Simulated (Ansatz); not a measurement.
# Property card for AlN

Level of theory: DFT PBE, scalar-relativistic, plane waves, PAW in Ansatz.

Cutoff 420 eV; k points 10×10×10 on the computed 2-atom cell (Γ-centred); Gaussian smearing, width 0.02 eV; no spin polarisation.

The structure is relaxed at this level of theory with its symmetry kept, and needn't be the ground state of this composition.

Space group Fm-3m (No. 225), cubic, a = 4.071 Å. Al has 6 N at 2.04 Å; N is surrounded by 6 Al at 2.04 Å.

```json
{
 "Volume per atom": "8.43 Å³",
 "Formation energy from the elements' standard states (uncorrected)": "-1.200 eV/atom",
 "Kohn–Sham band gap": "4.44 eV",
 "Orbital (Löwdin) character of the top 1 eV of the valence band": "N 2p 94 %",
 "Orbital (Löwdin) character of the lowest 1 eV of the conduction band": "Al 3s 74 %, N 2s 8 %, Al 3p 7 %, unprojected 8 %",
 "Bader charge by site (e)": "Al (1 in the cell) 2.49, N (1 in the cell) -2.49"
}
```

Another cell of AlN relaxed alike, in P6_3mc, lies 154 meV/atom lower, so this cell isn't the stable form at this level.

The cell was reached from a generator's guess, though it ends in a space group that the Crystallography Open Database lists for this formula. Kohn–Sham gaps at this level usually fall short of measured ones. Löwdin shares on free-atom orbitals overweight diffuse shells in the empty bands.
